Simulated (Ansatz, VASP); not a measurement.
Cu in VASP and in Ansatz

Contents of POSCAR:

```
Cu
1.0
    2.5341000000      0.0000000000      0.0000000000
   -1.2670500000      2.1945900000      0.0000000000
    0.0000000000      0.0000000000      4.1125700000
Cu
2
Direct
    0.3362200000      0.6752000000      0.2534600000
    0.6630100000      0.3389500000      0.7416300000
```

File INCAR.step1:

```
ALGO     = Normal         # electronic algorithm
EDIFF    = 1E-4           # SCF threshold, eV
ENCUT    = 520            # plane-wave cutoff, eV
GGA      = PE             # functional
ISMEAR   = 1              # smearing method
LASPH    = True           # aspherical terms in the spheres
LCHARG   = False          # write CHGCAR
LREAL    = False          # projectors in reciprocal space
LWAVE    = True           # write WAVECAR
NBANDS   = 18             # bands
NELM     = 100            # most SCF steps
PREC     = Accurate       # precision mode
SIGMA    = 0.02           # smearing width, eV
```

INCAR.step2

```
ALGO     = Normal         # electronic algorithm
EDIFF    = 1E-7           # SCF threshold, eV
ENCUT    = 520            # plane-wave cutoff, eV
ISIF     = 2              # what is computed and relaxed
ISMEAR   = 1              # smearing method
ISTART   = 1            
LASPH    = True           # aspherical terms in the spheres
LCHARG   = True           # write CHGCAR
LELF     = True           # ELF
LMIXTAU  = True         
LREAL    = False          # projectors in reciprocal space
LVHAR    = True         
LWAVE    = False          # write WAVECAR
METAGGA  = R2SCAN         # meta-GGA
NBANDS   = 18             # bands
NELM     = 100            # most SCF steps
PREC     = Accurate       # precision mode
SIGMA    = 0.02           # smearing width, eV
```

KPOINTS

```
k-points
0
Gamma
  6 6 3
```

Input for Ansatz:

```yaml
crystal:
  lattice:
    - [2.5341, 0.0, 0.0]
    - [-1.26705, 2.19459, 0.0]
    - [0.0, 0.0, 4.11257]
  atoms:
    - { symbol: Cu, position: [0.33622, 0.6752, 0.25346] }
    - { symbol: Cu, position: [0.66301, 0.33895, 0.74163] }
kpoints:
  mp_grid: { grid: [6, 6, 3] }
hamiltonian:
  xc: r2scan
scf:
  convergence: { dr2_threshold: 1.0e-09 }
  occupations: { method: methfessel_paxton, width: 0.02 }
output:
  forces: true
  stress: true
  eigenvalues: true
```

Alike in both runs: task single point; functional r2SCAN; k mesh 6 × 6 × 3; occupations methfessel-paxton of order 1, width 0.02 eV; no spin polarisation.

|  | VASP | Ansatz |
| --- | --- | --- |
| version | VASP 6.6.1 | Ansatz 0.2.0 |
| potentials or method | VASP PAW PBE potentials, release 64 (Cu) | plane waves, PAW |
| plane-wave cutoff (eV) | 520 | 500 |
| valence electrons in the cell | 22 | 38 |

|  | VASP | Ansatz | Ansatz less VASP |
| --- | --- | --- | --- |
| gap on the k mesh at the Fermi level (eV) | none | none | - |
| pressure (GPa) | 1.6 | 0.9 | -0.67 |
| largest component of the traceless stress (GPa) | 1.14 | 1.19 | +0.044 |
| rms of the force components (eV/Å) | 0.225 | 0.224 | -0.0010 |

Atom by atom the forces differ by 0.001 eV/Å (rms over components). A gap of «none» marks a metal or a gap that the smearing closes. With one functional, cell and mesh, what is left measures potentials, basis and numerics. The two sets of potentials don't hold the same shells in valence. Ansatz warned: «stress_scf_threshold_loose».

Caveats: the k mesh is coarse (spacing up to 0.51 Å⁻¹), so the values aren't converged; the PAW data sets were made with another functional, which shifts forces and pressure a little (VASP).
